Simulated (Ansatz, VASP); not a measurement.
**Si: VASP beside Ansatz**

Contents of INCAR:

```
PREC     = Accurate       # precision mode
ENCUT    = 520            # plane-wave cutoff, eV
EDIFF    = 1E-8           # SCF threshold, eV
ISMEAR   = 0              # smearing method
SIGMA    = 0.01           # smearing width, eV
LREAL    = Auto         
LASPH    = T              # aspherical terms in the spheres
NELM     = 100            # most SCF steps
ALGO     = Fast           # electronic algorithm
ISIF     = 2              # what is computed and relaxed
LWAVE    = F              # write WAVECAR
LCHARG   = F              # write CHGCAR
GGA      = PE             # functional
LEFG     = T            
NBANDS   = 46             # bands
```

File KPOINTS:

```
regular mesh
0
Gamma
  4 4 4
```

Contents of POSCAR:

```
Si
1.0
    0.0000000000      5.4271200000      5.4271200000
    5.4271200000      0.0000000000      5.4271200000
    5.4271200000      5.4271200000      0.0000000000
Si
16
Direct
    0.3750000000      0.3750000000      0.3750000000
    0.3750000000      0.3750000000      0.8750000000
    0.3750000000      0.8750000000      0.3750000000
    0.3750000000      0.8750000000      0.8750000000
    0.8750000000      0.3750000000      0.3750000000
    0.8750000000      0.3750000000      0.8750000000
    0.8750000000      0.8750000000      0.3750000000
    0.8750000000      0.8750000000      0.8750000000
    0.2500000000      0.2500000000      0.2500000000
    0.2500000000      0.2500000000      0.7500000000
    0.2500000000      0.7500000000      0.2500000000
    0.2500000000      0.7500000000      0.7500000000
    0.7500000000      0.2500000000      0.2500000000
    0.7500000000      0.2500000000      0.7500000000
    0.7500000000      0.7500000000      0.2500000000
    0.7500000000      0.7500000000      0.7500000000
```

Input for Ansatz:

```yaml
crystal:
  lattice:
    - [0.0, 5.42712, 5.42712]
    - [5.42712, 0.0, 5.42712]
    - [5.42712, 5.42712, 0.0]
  atoms:
    - { symbol: Si, position: [0.375, 0.375, 0.375] }
    - { symbol: Si, position: [0.375, 0.375, 0.875] }
    - { symbol: Si, position: [0.375, 0.875, 0.375] }
    - { symbol: Si, position: [0.375, 0.875, 0.875] }
    - { symbol: Si, position: [0.875, 0.375, 0.375] }
    - { symbol: Si, position: [0.875, 0.375, 0.875] }
    - { symbol: Si, position: [0.875, 0.875, 0.375] }
    - { symbol: Si, position: [0.875, 0.875, 0.875] }
    - { symbol: Si, position: [0.25, 0.25, 0.25] }
    - { symbol: Si, position: [0.25, 0.25, 0.75] }
    - { symbol: Si, position: [0.25, 0.75, 0.25] }
    - { symbol: Si, position: [0.25, 0.75, 0.75] }
    - { symbol: Si, position: [0.75, 0.25, 0.25] }
    - { symbol: Si, position: [0.75, 0.25, 0.75] }
    - { symbol: Si, position: [0.75, 0.75, 0.25] }
    - { symbol: Si, position: [0.75, 0.75, 0.75] }
kpoints:
  mp_grid: { grid: [4, 4, 4] }
scf:
  occupations: { method: fixed }
hamiltonian:
  xc: pbe
  pseudopotentials: { kind: paw }
output:
  forces: true
  efg: { contact_densities: true }
  core_levels: { shells: { Si: "2p" }, counted_from: valence_top, add_spin: false }
```

Alike in both runs: task electric field gradients; functional PBE; k mesh 4 × 4 × 4; no spin polarisation.

|  | VASP | Ansatz |
| --- | --- | --- |
| version | VASP 6.6.1 | Ansatz 0.2.0 |
| potentials or method | VASP PAW PBE potentials, release 64 (Si) | plane-wave PAW, scalar-relativistic |
| plane-wave cutoff (eV) | 520 | 420 |
| occupations | gaussian, width 0.01 eV | fixed |
| valence electrons in the cell | 64 | 64 |

|  | VASP | Ansatz | Ansatz less VASP |
| --- | --- | --- | --- |
| gap on the k mesh at the Fermi level (eV) | 0.61 | 0.61 | -0.003 |
| Vzz of the field gradient on the site that differs most (V/Å²) | 0.0 | 0.0 | 0.00 |

A k mesh can miss the band edges. As with any semilocal functional, this PBE gap is likely too small.
